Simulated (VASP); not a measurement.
C: single point with PBE

The system is C.

```
C
1.0
     2.12732   -1.22828    0.00000
     2.12732    1.22828    0.00000
    -1.37907    0.00000    3.50283
C
2
Direct
  0.86034 0.86298 0.98534
  0.16664 0.16664 0.99991
```

This is a stacking variant of graphite.

The cell isn't the ideal one: one atom moved.

```yaml
Program: VASP 6.6.1
Task: single point
Functional: PBE
Potentials_or_basis: VASP PAW PBE potentials, release 64 (C)
Cutoff: 520 eV
k_mesh: 16 × 16 × 10
Occupations: gaussian, width 0.05 eV
Spin: no spin polarisation
Dipole_correction: no
Further_INCAR_settings: ALGO = Fast; EDIFF = 1e-06; NBANDS = 11
```

```yaml
Pressure: 14.3 GPa
Largest_force: 9.150 eV/Å
Band_gap_on_the_k_mesh: 0.12 eV, indirect (least direct gap 0.22 eV)
```

Forces on the atoms (eV/Å):
```
C   -9.121 -0.116  0.729
C    9.121  0.116 -0.729
```

Stress tensor (GPa, compression positive):
```
39.93 -0.31  4.08
-0.31  1.21  0.05
 4.08  0.05  1.66
```

Levels at points of the mesh, in eV from the valence-band top:
```tsv
k point	band 1	band 2	band 3	band 4	band 5	band 6	band 7	band 8
(0.00, 0.00, 0.00)	-19.36	-6.55	-4.56	-0.42	4.24	6.07	10.94	12.09
(0.50, 0.00, 0.00)	-14.43	-12.39	-6.21	-2.34	3.31	7.04	11.61	12.79
(0.00, 0.50, 0.00)	-14.44	-12.34	-6.27	-2.37	3.37	7.07	11.60	12.81
(0.50, 0.50, 0.00)	-14.13	-13.28	-5.28	-1.17	0.12	8.18	13.73	14.14
(0.00, 0.00, 0.50)	-19.15	-8.10	-4.55	-0.43	6.04	9.79	10.90	12.00
(0.50, 0.00, 0.50)	-14.36	-12.32	-6.24	-2.82	2.42	6.80	13.68	14.81
(0.00, 0.50, 0.50)	-14.37	-12.28	-6.29	-2.85	2.48	6.83	13.66	14.82
(0.50, 0.50, 0.50)	-14.18	-13.36	-5.24	-0.71	0.68	8.47	12.05	12.33
```

Wall time 82 s on 1 thread of Intel(R) Xeon(R) 6975P-C (Granite Rapids), on a shared host, peak memory 0.29 GiB.

Caveat: forces of over 1 eV/Å show positions far from the minimum, so gaps and moduli don't describe the material at rest. A k mesh can miss the band edges.
